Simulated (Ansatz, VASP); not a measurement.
**TiB2 in VASP and in Ansatz**

The input INCAR:

```
PREC = Accurate
ENCUT = 520
EDIFF = 1E-7
ISMEAR = 0
SIGMA = 0.1
LREAL = F
LASPH = T
NELM = 100
ALGO = Fast
ISIF = 2
LWAVE = F
LCHARG = T
GGA = PS
LELF = T
LVHAR = T
NBANDS = 16
```

KPOINTS

```
regular mesh
0
Gamma
  15 15 14
```

Contents of POSCAR:

```
TiB2
1.0
    3.0501299612      0.0000000000      0.0000000000
   -1.5250649806      2.6414900312      0.0000000000
    0.0000000000      0.0000000000      3.3475602440
Ti B
1 2
Direct
    0.0000000000      0.0000000000      0.0000000000
    0.3333333333      0.6666666667      0.5000000000
    0.6666666667      0.3333333333      0.5000000000
```

Input for Ansatz:

```yaml
crystal:
  lattice:
    - [3.0501299612, 0.0, 0.0]
    - [-1.5250649806, 2.6414900312, 0.0]
    - [0.0, 0.0, 3.347560244]
  atoms:
    - { symbol: Ti, position: [0.0, 0.0, 0.0] }
    - { symbol: B, position: [0.3333333333, 0.6666666667, 0.5] }
    - { symbol: B, position: [0.6666666667, 0.3333333333, 0.5] }
basis:
  ecutwfc: 420
kpoints:
  mp_grid: { grid: [15, 15, 14] }
hamiltonian:
  xc: pbesol
scf:
  occupations: { method: gaussian, width: 0.1 }
output:
  forces: true
  stress: true
  eigenvalues: true
```

Alike in both runs: task single point; functional PBEsol; k mesh 15 × 15 × 14; occupations gaussian, width 0.1 eV; no spin polarisation.

```csv
,VASP,Ansatz
version,VASP 6.6.1,Ansatz 0.2.0
potentials or method,"VASP PAW PBE potentials, release 64 (Ti_sv, B)","scalar-relativistic, plane waves, PAW"
plane-wave cutoff (eV),520,420
valence electrons in the cell,18,18
```

Ansatz gave:

| Item | Value |
| --- | --- |
| gap on the k mesh at the Fermi level (eV) | none |
| pressure (GPa) | -15.2 |
| largest component of the traceless stress (GPa) | 7.30 |

Question: Which values does VASP return?

Answer: gap on the k mesh at the Fermi level (eV): none; pressure (GPa): -14.9; largest component of the traceless stress (GPa): 7.35.

A gap of «none» marks a metal or a gap that the smearing closes. With one functional, cell and mesh, what is left measures potentials, basis and numerics.

Caveats: the PAW data sets were made with another functional, which shifts forces and pressure a little (VASP).
